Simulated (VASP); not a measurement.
Crystal: TiSi2.

```
Ti Si
1.0
     0.00000    4.11752    4.26290
     2.38951    0.00000    4.26290
     2.38951    4.11752    0.00000
Ti Si
2 4
Direct
  0.75000 0.75000 0.75000
  0.50000 0.50000 0.50000
  0.41257 0.08743 0.41257
  0.08743 0.41257 0.08743
  0.16257 0.83743 0.16257
  0.83743 0.16257 0.83743
```

The cell is a database's computed one.

| Property | Result |
| --- | --- |
| Program | VASP 6.6.1 |
| Task | relaxation of cell and atoms |
| Functional | PBEsol |
| Potentials or basis | VASP PAW PBE potentials, release 64 (Ti_sv, Si) |
| Cutoff | 600 eV |
| k mesh | 5 × 5 × 5 |
| Occupations | fermi-dirac, width 0.05 eV |
| Spin | no spin polarisation |
| Hubbard terms | Ti d U = 8 eV |

At the start: pressure 8.5 GPa; volume 13.98 Å³/atom.

Task: Where does the relaxation end?

Result: Over 11 steps the energy falls by 25.5 meV/atom and the volume is 14.79 Å³/atom (+5.8 %); space group Fddd (No. 70, to 0.05 Å).

Step by step:
```tsv
step	energy change (eV)	largest force (eV/Å)	pressure (GPa)	volume (Å³)
1	0.0000	0.2931	8.54	83.88
2	-0.0219	0.2425	-6.77	93.26
3	-0.1257	0.2630	-0.25	88.62
4	-0.1257	0.2634	-0.09	88.52
5	-0.1377	0.2016	-0.08	88.61
6	-0.1469	0.0927	0.02	88.76
7	-0.1525	0.0160	-0.23	88.85
8	-0.1525	0.0125	-0.24	88.85
9	-0.1526	0.0061	0.33	88.51
10	-0.1528	0.0029	0.06	88.67
11	-0.1528	0.0032	0.00	88.72
```

Final structure:
```cif
data_structure
_symmetry_space_group_name_H-M 'P 1'
_symmetry_Int_Tables_number 1
_cell_length_a 6.0484
_cell_length_b 4.9802
_cell_length_c 4.8536
_cell_angle_alpha 75.901
_cell_angle_beta 52.996
_cell_angle_gamma 51.103
_cell_volume 88.72
loop_
_atom_site_label
_atom_site_type_symbol
_atom_site_fract_x
_atom_site_fract_y
_atom_site_fract_z
_atom_site_occupancy
Ti1 Ti 0.75000 0.75000 0.75000 1
Ti2 Ti 0.50000 0.50000 0.50000 1
Si1 Si 0.40603 0.09397 0.40603 1
Si2 Si 0.09397 0.40603 0.09397 1
Si3 Si 0.15603 0.84397 0.15603 1
Si4 Si 0.84397 0.15603 0.84397 1
```

Caveat: the PAW data sets were made with another functional, which shifts forces and pressure a little; U without spin polarisation on a metal has little footing; the U is typed as a test and isn't derived for this compound.
